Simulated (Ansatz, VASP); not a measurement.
# Tl in VASP and in Ansatz

```
Tl
1.0
     1.70589   -2.95271    0.00000
     1.70589    2.95271    0.00000
     0.00000    0.00000    3.27167
Tl
1
Direct
  0.50000 0.50000 0.00000
```

Alike in both runs: functional PBE; k mesh 18 × 18 × 18; occupations gaussian, width 0.1 eV; no spin polarisation.

Ansatz relaxed the structure, and its values are those at the end. VASP's run is a single point on that final structure, the one shown.

|  | VASP | Ansatz |
| --- | --- | --- |
| version | VASP 6.6.1 | Ansatz 0.2.0 |
| potentials or method | VASP PAW PBE potentials, release 64 (Tl_d) | scalar-relativistic, plane waves, PAW |
| plane-wave cutoff (eV) | 520 | 420 |
| valence electrons in the cell | 13 | 13 |

```csv
,VASP,Ansatz,Ansatz less VASP
gap on the k mesh at the Fermi level (eV),none,none,-
pressure (GPa),-0.1,0.0,+0.06
```

A gap of «none» marks a metal or a gap that the smearing closes.

The runs have no spin-orbit coupling, so splittings on Tl are missing.
